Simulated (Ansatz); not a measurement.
# Aluminium, fcc under LDA: testing the Methfessel-Paxton smearing

How small must the Methfessel-Paxton smearing width be for energy and pressure to settle? The geometry was relaxed under LDA beforehand and stays fixed; 7 values are run, from 0.01 to 1.0 eV. Wanted are the values from which on the energy stays within 10 and 1 meV/atom, and the pressure within 0.5 GPa, of the narrowest run. Within the series other settings stay, but some runs also write fields, which adds to their time. Spin polarisation is left out.

Method: DFT LDA, plane waves with PAW, scalar-relativistic, in Ansatz 0.2.0.

### Step 1. Starting point

The structure is cubic, space group Fm-3m (No. 225). Conventional cell: a = 3.983 Å, b = 3.983 Å, c = 3.983 Å, α = 90.00°, β = 90.00°, γ = 90.00°. Al (site symmetry m-3m) is surrounded by 12 Al at 2.82 Å.

As a file:

```cif
data_structure
_symmetry_space_group_name_H-M 'P 1'
_symmetry_Int_Tables_number 1
_cell_length_a 2.8166
_cell_length_b 2.8166
_cell_length_c 2.8166
_cell_angle_alpha 60.000
_cell_angle_beta 60.000
_cell_angle_gamma 60.000
_cell_volume 15.80
loop_
_atom_site_label
_atom_site_type_symbol
_atom_site_fract_x
_atom_site_fract_y
_atom_site_fract_z
_atom_site_occupancy
Al1 Al 0.00000 0.00000 0.00000 1
```

### Step 2. Width 0.01 eV

The run at 0.01 eV.

File input.yaml:

```yaml
crystal:
  lattice:
    - [0.0, 1.9916090303, 1.9916090303]
    - [1.9916090303, 0.0, 1.9916090303]
    - [1.9916090303, 1.9916090303, 0.0]
  atoms:
    - { symbol: Al, position: [0.0, 0.0, 0.0] }
hamiltonian:
  xc: lda
  pseudopotentials:
    kind: paw
    azcp:
      Al: "pseudopotentials/Al.paw.azcp"
basis:
  ecutwfc: 420
  fft_grid_basis: typed
kpoints:
  mp_grid: { grid: [14, 14, 14], shift: [0, 0, 0] }
magnetization:
  spin_polarized: false
scf:
  occupations: { method: methfessel_paxton, width: 0.01 }
  lower_state_search: "off"
output:
  stress: true
  write_density: true
  write_potential: true
  elf: true
  volumetric_format: npy
```

Launch:

```sh
ansatz run input.yaml --threads 2 --pin off --max-ram 5120MiB --backend cpu --events-out ev --progress --plain --runs-dir out
```

Standard output:

```text
Warning: <dir> the record states the generating functional pbe (its physics header spells it `PBE`), which answers neither for hamiltonian.xc's functional nor for the lda family's — results may be inconsistent (PPs are generated against a specific XC)
Warning: RAYON_NUM_THREADS=2 ignored (pool sized by the plan → 2); use --threads N
Engine: ansatz 0.2.0, aarch64-unknown-linux-gnu
Pseudopotentials: kind: paw
Pseudopotential: Al, paw, valence charge 3, recommended cutoff 420 eV (normal), <dir>
Functional definition: SPW92
  exchange = slater_x
  correlation = pw_c
Crystal: 1 atoms, lattice volume = 15.799 Å³
Basis set: ecut = 420 eV, 331 PW (Γ)
Bands: 6, of which v1, the nominal top of the filled ones, is band 2 counted from 1 (1 counted from 0)
Symmetry: 48 space group operations
Space group: Fm-3m (ITA 225), of the structure as read, at distance tolerance 2.5e-5 Å
k-points: 104 of 2744
Non-local potential: Al, projectors of the file, l = 0: 2, l = 1: 2, l = 2: 1
PAW form: soft (Blöchl's): semilocal exchange-correlation on the pseudo side does not see the compensation charge
PAW frozen core: Al, regenerated for the run's functional, and the local potential with it (the file was generated under x = pbe(κ = 0.804, μ = 0.2195149727645171), c = pbe(β = 0.06672455060314922))
PAW one-centre angular grid: Al, 110 points (default); XC on 64 Gauss nodes
Initial density: superposition of atomic densities (neutral atoms: chi_scale 0, normalization atom), corrected by the library's trained network
Initial wavefunctions: pseudopotential atomic-orbital guess
Functional: x = slater, c = lda
SCF iter   1: F=—  HF=-512.871246 eV  |F-HF|=—  |Δ(HF+E_count)|=         —  Δρ=3.29e-3  dr2=1.56e-3  ethr=1.77e-3  ⟨swp⟩=5.1  Hψ=5684  notcnv=0
preconditioner: auto → none  [insulator: Δε(μ)=0.065 eV  Ē_g=13.478 eV  σ=0.010 eV  W_gap=0.71  n_scr=0 (ndim 8)  ℏωp=16.2 eV  f_vac=0.000  D(μ)=1.32/eV (n_scr^D=14)  ε∞_Penn≈2.4]
SCF iter   2: F=—  HF=-512.870684 eV  |F-HF|=—  |Δ(HF+E_count)|=   5.62e-4  S|Δr|=    0.00e0  Δρ=1.50e-3  dr2=3.13e-4  ethr=5.20e-5  ⟨swp⟩=2.0  Hψ=1716  notcnv=0  defer=46
SCF iter   3: F=—  HF=-512.870555 eV  |F-HF|=—  |Δ(HF+E_count)|=   1.29e-4  S|Δr|=    0.00e0  Δρ=4.31e-5  dr2=1.41e-7  ethr=1.04e-5  ⟨swp⟩=3.0  Hψ=1128  notcnv=0  defer=58
SCF iter   4: F=—  HF=-512.870555 eV  |F-HF|=—  |Δ(HF+E_count)|=   2.81e-7  S|Δr|=    0.00e0  Δρ=4.99e-6  dr2=2.26e-9  ethr=3.33e-9  ⟨swp⟩=8.0  Hψ=2936  notcnv=0
SCF iter   5: F=-512.870555 eV  HF=-512.870555 eV  |F-HF|=3.41e-13  |Δ(HF+E_count)|=  5.43e-10  S|Δr|=    0.00e0  Δρ=1.18e-7  dr2=1.12e-12  ethr=7.53e-11  ⟨swp⟩=3.3  Hψ=1907  notcnv=0
SCF 1 converged in 5 iterations: F = -512.870555 eV  dr2 = 1.12e-12
SCF converged after 5 iterations
Stability not checked: this state was not tested for a lower state beside it, because cold or Methfessel-Paxton smearing, or corrected tetrahedra, fill the levels in a way that the test cannot read (fill_not_monotonic; see scf.lower_state_search)
Free energy (F): -512.870555 eV
Harris-Foulkes:  -512.870555 eV  (|F-HF|=3.41e-13)
Internal energy: -512.870536 eV  (E = F + TS)
E sigma→0 (E₀):  -512.870550 eV
Entropy (-TS):   -0.000020 eV (-0.020 meV/atom)
Fermi energy:    8.136681 eV
--- Per-component energies (eV) ---
  E_band       = 11.005914
  E_kinetic    = 23.512222
  E_local      = 9.964819  (includes V_loc(G=0)·N_el)
  E_nonlocal   = 11.007343
  E_hartree    = 0.106654
  E_xc         = -39.618412
  E_vxc        = -29.655506  (∫ρ·V_xc dr)
  E_paw        = -443.313014  (= ΣΔE_a)
  E_vpaw       = -4.036269  (= ΣTr[D̂ρ^β])
  E_aug_tail   = -0.000004  (compensation charges beyond the density's cutoff)
  E_ewald      = -74.585861
  E_core_change = 0.055717  (= ΣΔE_core)
  E_smearing   = -0.000020  (= −TS)
  E_closure    = -0.000000  (closes the sum)
  Σ components = -512.870555   (vs F -512.870555, Δ=0.00e0)
--- Stress (GPa, compression-positive) ---
       -0.199132      -0.000000      -0.000000
       -0.000000      -0.199132      -0.000000
       -0.000000      -0.000000      -0.199132
  P = ⅓ Tr σ = -0.1991 GPa (-1.991 kbar)
--- Band table (eV; the first three rows and the last of 104) ---
  k-point 0: bands = ["-3.2052", "20.8825", "20.8825", "20.8825", "22.6618", "22.6618"]
  k-point 1: bands = ["-3.0629", "18.8176", "20.4811", "20.4811", "23.2774", "23.2774"]
  k-point 2: bands = ["-2.6367", "15.9130", "19.8812", "19.8812", "23.2158", "24.3636"]
  k-point 103: bands = ["6.7504", "7.9610", "8.0778", "9.7549", "22.5089", "24.0746"]
```

It took 0.67 s on 2 threads of Arm Neoverse V1, shared host; peak memory 0.25 GiB.

### Step 3. Width 0.03 eV

The run at 0.03 eV.

Changes to input.yaml since step 2:

```diff
@@ -21,3 +21,3 @@
 scf:
-  occupations: { method: methfessel_paxton, width: 0.01 }
+  occupations: { method: methfessel_paxton, width: 0.03 }
   lower_state_search: "off"
@@ -25,5 +25 @@
   stress: true
-  write_density: true
-  write_potential: true
-  elf: true
-  volumetric_format: npy
```

Launch:

```sh
ansatz run input.yaml --threads 2 --pin off --max-ram 5120MiB --backend cpu --events-out ev --progress --plain --runs-dir out
```

Standard output:

```text
Warning: <dir> the record states the generating functional pbe (its physics header spells it `PBE`), which answers neither for hamiltonian.xc's functional nor for the lda family's — results may be inconsistent (PPs are generated against a specific XC)
Warning: RAYON_NUM_THREADS=2 ignored (pool sized by the plan → 2); use --threads N
[... 6 set-up lines as earlier in the session ...]
Crystal: 1 atoms, lattice volume = 15.799 Å³
Basis set: ecut = 420 eV, 331 PW (Γ)
Bands: 6, of which v1, the nominal top of the filled ones, is band 2 counted from 1 (1 counted from 0)
[... 2 set-up lines as earlier in the session ...]
k-points: 104 of 2744
[... 7 set-up lines as earlier in the session ...]
SCF iter   1: F=—  HF=-512.871277 eV  |F-HF|=—  |Δ(HF+E_count)|=         —  Δρ=3.29e-3  dr2=1.56e-3  ethr=1.77e-3  ⟨swp⟩=4.9  Hψ=5661  notcnv=0
preconditioner: auto → none  [insulator: Δε(μ)=0.065 eV  Ē_g=13.478 eV  σ=0.030 eV  W_gap=0.71  n_scr=0 (ndim 8)  ℏωp=16.2 eV  f_vac=0.000  D(μ)=0.44/eV (n_scr^D=0)  ε∞_Penn≈2.4]
SCF iter   2: F=—  HF=-512.870715 eV  |F-HF|=—  |Δ(HF+E_count)|=   5.62e-4  S|Δr|=    0.00e0  Δρ=1.50e-3  dr2=3.13e-4  ethr=5.20e-5  ⟨swp⟩=1.5  Hψ=1516  notcnv=0  defer=17
SCF iter   3: F=—  HF=-512.870586 eV  |F-HF|=—  |Δ(HF+E_count)|=   1.29e-4  S|Δr|=    0.00e0  Δρ=4.22e-5  dr2=1.31e-7  ethr=1.04e-5  ⟨swp⟩=2.0  Hψ=718  notcnv=0  defer=19
SCF iter   4: F=—  HF=-512.870586 eV  |F-HF|=—  |Δ(HF+E_count)|=   2.65e-7  S|Δr|=    0.00e0  Δρ=5.04e-6  dr2=2.15e-9  ethr=3.33e-9  ⟨swp⟩=3.1  Hψ=1196  notcnv=0
SCF iter   5: F=-512.870586 eV  HF=-512.870586 eV  |F-HF|=0.00e0  |Δ(HF+E_count)|=  7.10e-10  S|Δr|=    0.00e0  Δρ=1.21e-7  dr2=1.18e-12  ethr=7.18e-11  ⟨swp⟩=1.1  Hψ=1602  notcnv=0
SCF 1 converged in 5 iterations: F = -512.870586 eV  dr2 = 1.18e-12
SCF converged after 5 iterations
Stability not checked: this state was not tested for a lower state beside it, because cold or Methfessel-Paxton smearing, or corrected tetrahedra, fill the levels in a way that the test cannot read (fill_not_monotonic; see scf.lower_state_search)
Free energy (F): -512.870586 eV
Harris-Foulkes:  -512.870586 eV  (|F-HF|=0.00e0)
Internal energy: -512.870554 eV  (E = F + TS)
E sigma→0 (E₀):  -512.870578 eV
Entropy (-TS):   -0.000033 eV (-0.033 meV/atom)
Fermi energy:    8.141731 eV
--- Per-component energies (eV) ---
  E_band       = 11.005876
  E_kinetic    = 23.512029
  E_local      = 9.964732  (includes V_loc(G=0)·N_el)
  E_nonlocal   = 11.007666
  E_hartree    = 0.106625
  E_xc         = -39.618437
  E_vxc        = -29.655512  (∫ρ·V_xc dr)
  E_paw        = -443.313020  (= ΣΔE_a)
  E_vpaw       = -4.036286  (= ΣTr[D̂ρ^β])
  E_aug_tail   = -0.000004  (compensation charges beyond the density's cutoff)
  E_ewald      = -74.585861
  E_core_change = 0.055717  (= ΣΔE_core)
  E_smearing   = -0.000033  (= −TS)
  E_closure    = 0.000000  (closes the sum)
  Σ components = -512.870586   (vs F -512.870586, Δ=0.00e0)
--- Stress (GPa, compression-positive) ---
       -0.196729       0.000000       0.000000
        0.000000      -0.196729      -0.000000
       -0.000000       0.000000      -0.196729
  P = ⅓ Tr σ = -0.1967 GPa (-1.967 kbar)
```

Run time: 0.48 s. Hardware: 2 threads of Arm Neoverse V1, shared host; peak memory 0.24 GiB.

### Step 4. Width 0.1 eV

The run at 0.1 eV.

Changes to input.yaml since step 3:

```diff
@@ -21,3 +21,3 @@
 scf:
-  occupations: { method: methfessel_paxton, width: 0.03 }
+  occupations: { method: methfessel_paxton, width: 0.1 }
   lower_state_search: "off"
```

Launch:

```sh
ansatz run input.yaml --threads 2 --pin off --max-ram 5120MiB --backend cpu --events-out ev --progress --plain --runs-dir out
```

Standard output:

```text
Warning: <dir> the record states the generating functional pbe (its physics header spells it `PBE`), which answers neither for hamiltonian.xc's functional nor for the lda family's — results may be inconsistent (PPs are generated against a specific XC)
Warning: RAYON_NUM_THREADS=2 ignored (pool sized by the plan → 2); use --threads N
[... 6 set-up lines as earlier in the session ...]
Crystal: 1 atoms, lattice volume = 15.799 Å³
Basis set: ecut = 420 eV, 331 PW (Γ)
Bands: 6, of which v1, the nominal top of the filled ones, is band 2 counted from 1 (1 counted from 0)
[... 2 set-up lines as earlier in the session ...]
k-points: 104 of 2744
[... 7 set-up lines as earlier in the session ...]
SCF iter   1: F=—  HF=-512.871100 eV  |F-HF|=—  |Δ(HF+E_count)|=         —  Δρ=3.27e-3  dr2=1.54e-3  ethr=1.77e-3  ⟨swp⟩=4.8  Hψ=5463  notcnv=0
preconditioner: auto → none  [metal: Δε(μ)=0.065 eV  Ē_g=13.478 eV  σ=0.100 eV  W_gap=0.48  n_scr=0 (ndim 8)  ℏωp=16.2 eV  f_vac=0.000  D(μ)=0.43/eV (n_scr^D=0)]
SCF iter   2: F=—  HF=-512.870544 eV  |F-HF|=—  |Δ(HF+E_count)|=   5.56e-4  S|Δr|=    0.00e0  Δρ=1.49e-3  dr2=3.08e-4  ethr=5.14e-5  ⟨swp⟩=1.0  Hψ=1456  notcnv=0
SCF iter   3: F=—  HF=-512.870417 eV  |F-HF|=—  |Δ(HF+E_count)|=   1.27e-4  S|Δr|=    0.00e0  Δρ=4.33e-5  dr2=1.40e-7  ethr=1.03e-5  ⟨swp⟩=2.0  Hψ=723  notcnv=0
SCF iter   4: F=—  HF=-512.870417 eV  |F-HF|=—  |Δ(HF+E_count)|=   1.90e-8  S|Δr|=    0.00e0  Δρ=5.13e-6  dr2=2.31e-9  ethr=3.33e-9  ⟨swp⟩=3.1  Hψ=1203  notcnv=0
SCF iter   5: F=-512.870417 eV  HF=-512.870417 eV  |F-HF|=1.14e-13  |Δ(HF+E_count)|=  7.02e-10  S|Δr|=    0.00e0  Δρ=1.23e-7  dr2=1.10e-12  ethr=7.70e-11  ⟨swp⟩=1.2  Hψ=1615  notcnv=0
SCF 1 converged in 5 iterations: F = -512.870417 eV  dr2 = 1.10e-12
SCF converged after 5 iterations
Stability not checked: this state was not tested for a lower state beside it, because cold or Methfessel-Paxton smearing, or corrected tetrahedra, fill the levels in a way that the test cannot read (fill_not_monotonic; see scf.lower_state_search)
Free energy (F): -512.870417 eV
Harris-Foulkes:  -512.870417 eV  (|F-HF|=1.14e-13)
Internal energy: -512.870722 eV  (E = F + TS)
E sigma→0 (E₀):  -512.870493 eV
Entropy (-TS):   0.000305 eV (0.305 meV/atom)
Fermi energy:    8.145880 eV
--- Per-component energies (eV) ---
  E_band       = 11.005828
  E_kinetic    = 23.513666
  E_local      = 9.966577  (includes V_loc(G=0)·N_el)
  E_nonlocal   = 11.003045
  E_hartree    = 0.106867
  E_xc         = -39.617993
  E_vxc        = -29.655310  (∫ρ·V_xc dr)
  E_paw        = -443.312735  (= ΣΔE_a)
  E_vpaw       = -4.035880  (= ΣTr[D̂ρ^β])
  E_aug_tail   = -0.000004  (compensation charges beyond the density's cutoff)
  E_ewald      = -74.585861
  E_core_change = 0.055717  (= ΣΔE_core)
  E_smearing   = 0.000305  (= −TS)
  E_closure    = -0.000000  (closes the sum)
  Σ components = -512.870417   (vs F -512.870417, Δ=0.00e0)
--- Stress (GPa, compression-positive) ---
       -0.237144      -0.000000      -0.000000
        0.000000      -0.237144       0.000000
       -0.000000      -0.000000      -0.237144
  P = ⅓ Tr σ = -0.2371 GPa (-2.371 kbar)
```

Run time: 0.47 s. Hardware: 2 threads of Arm Neoverse V1, shared host; peak memory 0.24 GiB.

### Step 5. Width 0.2 eV

The run at 0.2 eV.

Changes to input.yaml since step 4:

```diff
@@ -21,3 +21,3 @@
 scf:
-  occupations: { method: methfessel_paxton, width: 0.1 }
+  occupations: { method: methfessel_paxton, width: 0.2 }
   lower_state_search: "off"
```

Launch:

```sh
ansatz run input.yaml --threads 2 --pin off --max-ram 5120MiB --backend cpu --events-out ev --progress --plain --runs-dir out
```

Standard output:

```text
Warning: <dir> the record states the generating functional pbe (its physics header spells it `PBE`), which answers neither for hamiltonian.xc's functional nor for the lda family's — results may be inconsistent (PPs are generated against a specific XC)
Warning: RAYON_NUM_THREADS=2 ignored (pool sized by the plan → 2); use --threads N
[... 6 set-up lines as earlier in the session ...]
Crystal: 1 atoms, lattice volume = 15.799 Å³
Basis set: ecut = 420 eV, 331 PW (Γ)
Bands: 6, of which v1, the nominal top of the filled ones, is band 2 counted from 1 (1 counted from 0)
[... 2 set-up lines as earlier in the session ...]
k-points: 104 of 2744
[... 7 set-up lines as earlier in the session ...]
SCF iter   1: F=—  HF=-512.871136 eV  |F-HF|=—  |Δ(HF+E_count)|=         —  Δρ=3.26e-3  dr2=1.54e-3  ethr=1.77e-3  ⟨swp⟩=4.8  Hψ=5208  notcnv=0
preconditioner: auto → none  [metal: Δε(μ)=0.065 eV  Ē_g=13.478 eV  σ=0.200 eV  W_gap=0.27  n_scr=0 (ndim 8)  ℏωp=16.2 eV  f_vac=0.000  D(μ)=0.51/eV (n_scr^D=0)]
SCF iter   2: F=—  HF=-512.870574 eV  |F-HF|=—  |Δ(HF+E_count)|=   5.62e-4  S|Δr|=    0.00e0  Δρ=1.48e-3  dr2=3.06e-4  ethr=5.14e-5  ⟨swp⟩=1.0  Hψ=1456  notcnv=0
SCF iter   3: F=—  HF=-512.870446 eV  |F-HF|=—  |Δ(HF+E_count)|=   1.28e-4  S|Δr|=    0.00e0  Δρ=4.35e-5  dr2=1.38e-7  ethr=1.02e-5  ⟨swp⟩=2.0  Hψ=729  notcnv=0
SCF iter   4: F=—  HF=-512.870446 eV  |F-HF|=—  |Δ(HF+E_count)|=   9.41e-8  S|Δr|=    0.00e0  Δρ=5.19e-6  dr2=2.33e-9  ethr=3.33e-9  ⟨swp⟩=3.1  Hψ=1225  notcnv=0
SCF iter   5: F=-512.870446 eV  HF=-512.870446 eV  |F-HF|=1.14e-13  |Δ(HF+E_count)|=  7.80e-10  S|Δr|=    0.00e0  Δρ=1.27e-7  dr2=1.24e-12  ethr=7.75e-11  ⟨swp⟩=1.4  Hψ=1625  notcnv=0
SCF 1 converged in 5 iterations: F = -512.870446 eV  dr2 = 1.24e-12
SCF converged after 5 iterations
Stability not checked: this state was not tested for a lower state beside it, because cold or Methfessel-Paxton smearing, or corrected tetrahedra, fill the levels in a way that the test cannot read (fill_not_monotonic; see scf.lower_state_search)
Free energy (F): -512.870446 eV
Harris-Foulkes:  -512.870446 eV  (|F-HF|=1.14e-13)
Internal energy: -512.870050 eV  (E = F + TS)
E sigma→0 (E₀):  -512.870347 eV
Entropy (-TS):   -0.000396 eV (-0.396 meV/atom)
Fermi energy:    8.154778 eV
--- Per-component energies (eV) ---
  E_band       = 11.006826
  E_kinetic    = 23.516445
  E_local      = 9.966589  (includes V_loc(G=0)·N_el)
  E_nonlocal   = 11.000586
  E_hartree    = 0.107254
  E_xc         = -39.617883
  E_vxc        = -29.655384  (∫ρ·V_xc dr)
  E_paw        = -443.312893  (= ΣΔE_a)
  E_vpaw       = -4.035915  (= ΣTr[D̂ρ^β])
  E_aug_tail   = -0.000004  (compensation charges beyond the density's cutoff)
  E_ewald      = -74.585861
  E_core_change = 0.055717  (= ΣΔE_core)
  E_smearing   = -0.000396  (= −TS)
  E_closure    = -0.000000  (closes the sum)
  Σ components = -512.870446   (vs F -512.870446, Δ=0.00e0)
--- Stress (GPa, compression-positive) ---
       -0.248417      -0.000000       0.000000
        0.000000      -0.248417       0.000000
        0.000000       0.000000      -0.248417
  P = ⅓ Tr σ = -0.2484 GPa (-2.484 kbar)
```

Wall time 0.48 s (2 threads of Arm Neoverse V1, shared host); peak memory 0.24 GiB.

### Step 6. Width 0.3 eV

The run at 0.3 eV.

Changes to input.yaml since step 5:

```diff
@@ -21,3 +21,3 @@
 scf:
-  occupations: { method: methfessel_paxton, width: 0.2 }
+  occupations: { method: methfessel_paxton, width: 0.3 }
   lower_state_search: "off"
```

Launch:

```sh
ansatz run input.yaml --threads 2 --pin off --max-ram 5120MiB --backend cpu --events-out ev --progress --plain --runs-dir out
```

Standard output:

```text
Warning: <dir> the record states the generating functional pbe (its physics header spells it `PBE`), which answers neither for hamiltonian.xc's functional nor for the lda family's — results may be inconsistent (PPs are generated against a specific XC)
Warning: RAYON_NUM_THREADS=2 ignored (pool sized by the plan → 2); use --threads N
[... 6 set-up lines as earlier in the session ...]
Crystal: 1 atoms, lattice volume = 15.799 Å³
Basis set: ecut = 420 eV, 331 PW (Γ)
Bands: 6, of which v1, the nominal top of the filled ones, is band 2 counted from 1 (1 counted from 0)
[... 2 set-up lines as earlier in the session ...]
k-points: 104 of 2744
[... 7 set-up lines as earlier in the session ...]
SCF iter   1: F=—  HF=-512.871368 eV  |F-HF|=—  |Δ(HF+E_count)|=         —  Δρ=3.29e-3  dr2=1.57e-3  ethr=1.77e-3  ⟨swp⟩=4.7  Hψ=5103  notcnv=0
preconditioner: auto → none  [metal: Δε(μ)=0.065 eV  Ē_g=13.478 eV  σ=0.300 eV  W_gap=0.18  n_scr=0 (ndim 8)  ℏωp=16.2 eV  f_vac=0.000  D(μ)=0.48/eV (n_scr^D=0)]
SCF iter   2: F=—  HF=-512.870795 eV  |F-HF|=—  |Δ(HF+E_count)|=   5.73e-4  S|Δr|=    0.00e0  Δρ=1.50e-3  dr2=3.12e-4  ethr=5.24e-5  ⟨swp⟩=1.0  Hψ=1456  notcnv=0
SCF iter   3: F=—  HF=-512.870665 eV  |F-HF|=—  |Δ(HF+E_count)|=   1.31e-4  S|Δr|=    0.00e0  Δρ=4.30e-5  dr2=1.34e-7  ethr=1.04e-5  ⟨swp⟩=2.0  Hψ=734  notcnv=0
SCF iter   4: F=—  HF=-512.870665 eV  |F-HF|=—  |Δ(HF+E_count)|=   4.76e-8  S|Δr|=    0.00e0  Δρ=5.20e-6  dr2=2.30e-9  ethr=3.33e-9  ⟨swp⟩=3.1  Hψ=1235  notcnv=0
SCF iter   5: F=-512.870665 eV  HF=-512.870665 eV  |F-HF|=1.14e-13  |Δ(HF+E_count)|=  8.02e-10  S|Δr|=    0.00e0  Δρ=1.25e-7  dr2=1.17e-12  ethr=7.67e-11  ⟨swp⟩=1.3  Hψ=1641  notcnv=0
SCF 1 converged in 5 iterations: F = -512.870665 eV  dr2 = 1.17e-12
SCF converged after 5 iterations
Stability not checked: this state was not tested for a lower state beside it, because cold or Methfessel-Paxton smearing, or corrected tetrahedra, fill the levels in a way that the test cannot read (fill_not_monotonic; see scf.lower_state_search)
Free energy (F): -512.870665 eV
Harris-Foulkes:  -512.870665 eV  (|F-HF|=1.14e-13)
Internal energy: -512.869844 eV  (E = F + TS)
E sigma→0 (E₀):  -512.870460 eV
Entropy (-TS):   -0.000821 eV (-0.821 meV/atom)
Fermi energy:    8.167531 eV
--- Per-component energies (eV) ---
  E_band       = 11.007166
  E_kinetic    = 23.515952
  E_local      = 9.964074  (includes V_loc(G=0)·N_el)
  E_nonlocal   = 11.004869
  E_hartree    = 0.107271
  E_xc         = -39.618386
  E_vxc        = -29.655719  (∫ρ·V_xc dr)
  E_paw        = -443.313476  (= ΣΔE_a)
  E_vpaw       = -4.036548  (= ΣTr[D̂ρ^β])
  E_aug_tail   = -0.000004  (compensation charges beyond the density's cutoff)
  E_ewald      = -74.585861
  E_core_change = 0.055717  (= ΣΔE_core)
  E_smearing   = -0.000821  (= −TS)
  E_closure    = 0.000000  (closes the sum)
  Σ components = -512.870665   (vs F -512.870665, Δ=0.00e0)
--- Stress (GPa, compression-positive) ---
       -0.205829       0.000000       0.000000
       -0.000000      -0.205829       0.000000
       -0.000000       0.000000      -0.205829
  P = ⅓ Tr σ = -0.2058 GPa (-2.058 kbar)
```

Run time: 0.49 s. Hardware: 2 threads of Arm Neoverse V1, shared host; peak memory 0.24 GiB.

[end of part 1 of 2]
